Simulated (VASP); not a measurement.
TaC: relaxation of the atoms with PBE

The system is TaC.

```
Ta C
1.0
     0.00000    2.26623    2.26623
     2.26623    0.00000    2.26623
     2.26623    2.26623    0.00000
Ta C
1 1
Direct
  0.00000 0.00000 0.00000
  0.50000 0.50000 0.50000
```

The cell isn't the ideal one: a relaxed cell with its volume scaled by 1.04.

| Property | Result |
| --- | --- |
| Program | VASP 6.6.1 |
| Task | relaxation of the atoms |
| Functional | PBE |
| Potentials or basis | VASP PAW PBE potentials, release 64 (Ta_pv, C_s) |
| Cutoff | 300 eV |
| k mesh | 7 × 7 × 7 |
| Occupations | methfessel-paxton, width 0.1 eV |
| Spin | no spin polarisation |
| Further INCAR settings | ALGO = Normal; EDIFF = 1e-07; IBRION = 2; EDIFFG = -0.01; NSW = 40 |

```yaml
Band_gap_on_the_k_mesh: none (metal or under the smearing width)
```

Final structure:
```
Ta C
1.0
     0.00000    2.26623    2.26623
     2.26623    0.00000    2.26623
     2.26623    2.26623    0.00000
Ta C
1 1
Direct
  0.00000 0.00000 0.00000
  0.50000 0.50000 0.50000
```

Levels at points of the mesh, in eV from the Fermi level:
```
           k point  band 4  band 5  band 6  band 7  band 8  band 9  band 10  band 11
(0.00, 0.00, 0.00)  -14.40   -1.19   -1.19   -1.19   -0.39   -0.39    -0.39     0.65
```

Wall time 3.9 s on 1 thread of Intel(R) Xeon(R) Platinum 8259CL CPU @ 2.50GHz (Skylake/Cascade Lake), with other jobs on the host, peak memory 0.11 GiB.

Caveat: the relaxation stopped at its first step, so nothing moved. The run has no spin-orbit coupling, so splittings on Ta are missing.
